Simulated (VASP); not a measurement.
# C: relaxation of cell and atoms with PBE

The system is C.

```
CELL_PARAMETERS angstrom
-2.19092 2.19092 2.19092
2.19092 -2.19092 2.19092
2.19092 2.19092 -2.19092
ATOMIC_POSITIONS crystal
C 0.75000 0.25000 0.50000
C 0.25000 0.75000 0.50000
C 0.50000 0.25000 0.75000
C 0.75000 0.50000 0.25000
C 0.50000 0.75000 0.25000
C 0.25000 0.50000 0.75000
```

The cell was built by a generator and needn't be a form met in nature.

```yaml
Program: VASP 6.6.1
Task: relaxation of cell and atoms
Functional: PBE
Potentials_or_basis: VASP PAW PBE potentials, release 64 (C)
Cutoff: 600 eV
k_mesh: 8 × 8 × 8
Occupations: gaussian, width 0.02 eV
Spin: no spin polarisation
Dipole_correction: no
Further_INCAR_settings: ALGO = Normal; EDIFF = 1e-06; IBRION = 2; EDIFFG = -0.01; NSW = 100; ISIF = 3
```

```json
{
  "Pressure after relaxing": "0.0 GPa",
  "Band gap on the k mesh": "2.61 eV, indirect (least direct gap 3.37 eV)"
}
```

Final structure:
```xyz
6
Lattice="-2.1909 2.1909 2.1909 2.1909 -2.1909 2.1909 2.1909 2.1909 -2.1909" Properties=species:S:1:pos:R:3 pbc="T T T"
C     0.0000    2.1909    1.0955
C     2.1909    0.0000    1.0955
C     1.0955    2.1909    0.0000
C     0.0000    1.0955    2.1909
C     1.0955    0.0000    2.1909
C     2.1909    1.0955    0.0000
```

Levels at points of the mesh, in eV from the valence-band top:
| k point | band 10 | band 11 | band 12 | band 13 | band 14 | band 15 |
| --- | --- | --- | --- | --- | --- | --- |
| (0.00, 0.00, 0.00) | -4.39 | -4.39 | -4.39 | 5.03 | 5.03 | 5.03 |
| (0.50, 0.00, 0.00) | -3.53 | -2.67 | -1.49 | 4.83 | 5.65 | 7.33 |
| (0.50, 0.50, 0.50) | 0.00 | 0.00 | 0.00 | 4.19 | 4.19 | 4.19 |

It took 18 s on 1 thread of AMD EPYC 7R13 Processor (Zen 3) (shared host), peak memory 0.13 GiB.

Caveat: the relaxation stopped at its first step, so nothing moved. A k mesh can miss the band edges.
